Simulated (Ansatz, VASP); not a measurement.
# One calculation of MoS2, two programs

File INCAR:

```
PREC = Accurate ; ENCUT = 520
EDIFF = 1E-7 ; ISMEAR = -1
SIGMA = 0.05 ; LREAL = False
LASPH = True ; NELM = 80
ALGO = Normal ; ISIF = 2
LWAVE = False ; LCHARG = True
GGA = PS ; LELF = True
LVHAR = True ; NBANDS = 20
```

File KPOINTS:

```
Automatic mesh
0
Gamma
  8 8 4
```

File POSCAR:

```
MoS2
1.0
    3.2274645616      0.0000000000      0.0000000000
   -1.6137322808      2.7950663001      0.0000000000
    0.0000000000      0.0000000000      6.3124734200
Mo S
1 2
Direct
    0.0000000000      0.0000000000      0.5000000000
    0.6666666667      0.3333333333      0.7446806800
    0.3333333333      0.6666666667      0.2553193200
```

The input input.yaml:

```yaml
crystal:
  lattice:
    - [3.2274645616, 0.0, 0.0]
    - [-1.6137322808, 2.7950663001, 0.0]
    - [0.0, 0.0, 6.31247342]
  atoms:
    - { symbol: Mo, position: [0.0, 0.0, 0.5] }
    - { symbol: S, position: [0.6666666667, 0.3333333333, 0.74468068] }
    - { symbol: S, position: [0.3333333333, 0.6666666667, 0.25531932] }
hamiltonian:
  xc: pbesol
  pseudopotentials: { kind: paw }
kpoints:
  mp_grid: { grid: [8, 8, 4] }
  band_path:
    path:
      - [[0.0, 0.0, 0.0], [0.5, 0.0, 0.0], [0.3333333333, 0.3333333333, 0.0], [0.0, 0.0, 0.0], [0.0, 0.0, 0.5], [0.5, 0.0, 0.5], [0.3333333333, 0.3333333333, 0.5], [0.0, 0.0, 0.5]]
      - [[0.5, 0.0, 0.5], [0.5, 0.0, 0.0]]
      - [[0.3333333333, 0.3333333333, 0.0], [0.3333333333, 0.3333333333, 0.5]]
    npoints: 14
scf:
  occupations: { method: fermi_dirac, width: 0.05 }
  n_extra_bands: 7
output:
  forces: true
  stress: true
  eigenvalues: true
  fatbands: false
  write_density: true
  write_potential: true
  elf: true
  volumetric_format: npy
```

Measurements of this composition are mostly on another form, of space group No. 194.

Alike in both runs: functional PBEsol; k mesh 8 × 8 × 4; occupations fermi-dirac, width 0.05 eV; no spin polarisation.

```csv
,VASP,Ansatz
version,VASP 6.6.1,Ansatz 0.2.0
potentials or method,"VASP PAW PBE potentials, release 64 (Mo_sv, S)",Ansatz PAW
plane-wave cutoff (eV),520,420
valence electrons in the cell,26,26
task,single point,band structure
```

Ansatz gave:

| Item | Value |
| --- | --- |
| gap on the k mesh at the Fermi level (eV) | none |
| pressure (GPa) | -3.4 |
| largest component of the traceless stress (GPa) | 2.17 |
| rms of the force components (eV/Å) | 0.003 |

Q: Which values does VASP return?

A: gap on the k mesh at the Fermi level (eV): none; pressure (GPa): -3.4; largest component of the traceless stress (GPa): 2.20; rms of the force components (eV/Å): 0.006.

Atom by atom the forces differ by 0.003 eV/Å (rms over components). A gap of «none» marks a metal or a gap that the smearing closes.

Caveats: this functional lacks dispersion, which binds the layers, so the pressure and a relaxed spacing across them are unreliable; the PAW data sets were made with another functional, which shifts forces and pressure a little (VASP); the PAW data sets come from PBE, with cores solved anew for the run's functional, which leaves a small shift of forces and pressure (Ansatz).
